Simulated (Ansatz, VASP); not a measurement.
## Two plane-wave programs on Bi

The input INCAR:

```
PREC = Accurate
ENCUT = 520
EDIFF = 1E-6
ISMEAR = 0
SIGMA = 0.1
LREAL = F
LASPH = T
NELM = 100
ALGO = Fast
ISIF = 2
LWAVE = F
LCHARG = F
GGA = PE
IVDW = 12
NBANDS = 14
```

File KPOINTS:

```
regular mesh
0
Gamma
  16 16 16
```

Contents of POSCAR:

```
Bi
1.0
   -1.8988275438      1.8988275438      1.8988275438
    1.8988275438     -1.8988275438      1.8988275438
    1.8988275438      1.8988275438     -1.8988275438
Bi
1
Direct
    0.0000000000      0.0000000000      0.0000000000
```

Input for Ansatz:

```yaml
crystal:
  lattice:
    - [-1.8988275438, 1.8988275438, 1.8988275438]
    - [1.8988275438, -1.8988275438, 1.8988275438]
    - [1.8988275438, 1.8988275438, -1.8988275438]
  atoms:
    - { symbol: Bi, position: [0.0, 0.0, 0.0] }
basis:
  ecutwfc: 420
kpoints:
  mp_grid: { grid: [16, 16, 16] }
hamiltonian:
  xc: pbe
  dispersion: d3bj
scf:
  occupations: { method: gaussian, width: 0.1 }
output:
  forces: true
  stress: true
  eigenvalues: true
```

Alike in both runs: task single point; functional PBE; dispersion D3(BJ); k mesh 16 × 16 × 16; occupations gaussian, width 0.1 eV; no spin polarisation.

|  | VASP | Ansatz |
| --- | --- | --- |
| version | VASP 6.6.1 | Ansatz 0.2.0 |
| potentials or method | VASP PAW PBE potentials, release 64 (Bi_d) | scalar-relativistic, plane waves, PAW |
| plane-wave cutoff (eV) | 520 | 420 |
| valence electrons in the cell | 15 | 15 |

VASP gave:

- gap on the k mesh at the Fermi level (eV): none
- pressure (GPa): 6.8

Q: What did Ansatz give for the same quantities?

A: gap on the k mesh at the Fermi level (eV): none; pressure (GPa): 6.9.

A gap of «none» marks a metal or a gap that the smearing closes.

Caveats: spin-orbit coupling is left out, which moves the levels of the heavy elements; pairwise dispersion overbinds metals, which lowers pressure and volume.
